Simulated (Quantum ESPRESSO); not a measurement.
**CaF2 (Fluorite) under changes of volume**

One of the cells (13.579 Å³/atom); the others are scaled copies at fixed shape and fractional positions:

```
Ca F
1.0
     0.00000    2.73100    2.73100
     2.73100    0.00000    2.73100
     2.73100    2.73100    0.00000
Ca F
1 2
Direct
  0.00000 0.00000 0.00000
  0.75000 0.75000 0.75000
  0.25000 0.25000 0.25000
```

| Quantity | Value |
| --- | --- |
| Program | Quantum ESPRESSO 7.5 |
| Functional | PBEsol |
| Potentials or basis | PseudoDojo 0.4.1 SR PBEsol standard |
| Cutoff | 1143 eV |
| Density cutoff | 4572 eV |
| k mesh | 8 × 8 × 8 |
| Occupations | fermi-dirac, width 0.05 eV |
| Spin | no spin polarisation |

```csv
volume (Å³/atom),energy over the lowest point (meV/atom),pressure (GPa),gap on the mesh (eV)
12.764,4.60,3.4,7.51
13.036,0.66,1.3,7.38
13.308,0.00,-0.5,7.26
13.579,2.27,-2.2,7.14
13.851,?,?,?
14.122,14.37,-4.9,6.92
14.394,23.66,-6.1,6.81
```

Q: What does the run at 13.851 Å³/atom give?

A: Energy over the lowest point 7.15 meV/atom; pressure -3.6 GPa; gap on the mesh 7.03 eV.

Worked out: A Birch-Murnaghan fit of order 3 (a polynomial in V^(-2/3)) to the other rows has its minimum at 13.23 Å³/atom with B0 = V·E''(V) = 87 GPa and B' = 4.6. It gives 7.17 meV/atom at 13.851 Å³/atom, against the run's 7.15, and -dE/dV = -3.6 GPa, against -3.6. A straight line through the other rows of the gap, of slope -5.8 eV per unit of ln V, gives 7.03 eV, against the run's 7.03.

Energies are extrapolated to zero smearing.

A mesh can miss the band edges.
